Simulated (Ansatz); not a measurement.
Records of electronic-structure calculations.

```cif
data_ga6as5p
_symmetry_space_group_name_H-M 'P 1'
_symmetry_Int_Tables_number 1
_cell_length_a 3.9793
_cell_length_b 3.9793
_cell_length_c 16.8298
_cell_angle_alpha 90.000
_cell_angle_beta 90.000
_cell_angle_gamma 90.000
_cell_volume 266.50
loop_
_atom_site_label
_atom_site_type_symbol
_atom_site_fract_x
_atom_site_fract_y
_atom_site_fract_z
_atom_site_occupancy
Ga1 Ga 0.00000 0.00000 0.03917 1
As2 As 0.50000 0.00000 0.12348 1
Ga3 Ga 0.50000 0.50000 0.20771 1
As4 As 0.00000 0.50000 0.29208 1
Ga5 Ga 0.00000 0.00000 0.37644 1
As6 As 0.50000 0.00000 0.46081 1
Ga7 Ga 0.50000 0.50000 0.54518 1
As8 As 0.00000 0.50000 0.62955 1
Ga9 Ga 0.00000 0.00000 0.71392 1
As10 As 0.50000 0.00000 0.79814 1
Ga11 Ga 0.50000 0.50000 0.88245 1
P12 P 0.00000 0.50000 0.96081 1
_calc_subject 'Quasiparticle gap of Ga6As5P (zincblende [001] superlattice)'
_calc_method 'G0W0 on HSE06, plane waves, PAW; PAW set soft_1 (and 1 further level or step)'
_calc_program 'Ansatz 0.2.0'
_calc_settings_of_one_run 'cutoff 420 eV, 4×4×2 k-mesh, PAW set soft 1, empty bands 516, screening cutoff 90 eV, screening contour deformation, QP bands (v4, c4), n 5, m 1'
_calc_cost '2 runs, 3 min in all on 1 × NVIDIA H100 80GB HBM3 (shared by 6 runs) with 2 threads of AMD EPYC 7R13 (Zen 3), shared host (the runs of this entry)'
_calc_notes 'In doubt: masses and optical values from hybrid runs of this build are listed as unsure (in some of the runs), which bears on the screening that GW takes from such a start. The structure was relaxed with PBEsol. Limits: no spin-orbit coupling. No second run with other bands and screening cutoff is shown, so the distance to the basis limit is not known. On another start, G0W0@PBEsol runs of this series (4×4×2 mesh, soft_1 PAW; not shown as steps) give 1.499 eV with 360 bands and 60 eV and 1.399 eV with 1190 bands and 150 eV. The program doubts an edge level of G0W0@PBEsol with 360 bands (4×4×2, soft_1 PAW).'
_calc_hse06_gap_over_mesh_and_listed_points '1.602 eV, direct, at k = Γ'
_calc_g0w0_hse06_gap_over_8_of_12_irreducible_mesh_points '1.945 eV, direct, at k = Γ'
_calc_gw_settings '4×4×2 mesh, 516 empty bands, screening to 90 eV, PAW set soft_1 files'
_calc_known_limits 'finite bands, screening cutoff and k mesh; no spin-orbit coupling in G0W0; d shells not analysed'
```

[Paths, hosts, dates, memory and timing lines, banners, echoed tables and standing remarks are left out of the program output.]

[Logs are printed without paths, hosts, clocks, repeated set-up lines and the standing remarks that a program may print on its own settings, such as how far it seeks lower states.]

[Runs of the session that timed out or met a known fault of the program may be left out.]

[Cells called generated may have been cut or substituted from an entry of the Crystallography Open Database or the Materials Project.]

[Hosts, paths, dates, database ids (printed as entryN), source tags and the programs' standing remarks are cut or masked in the printed files.]
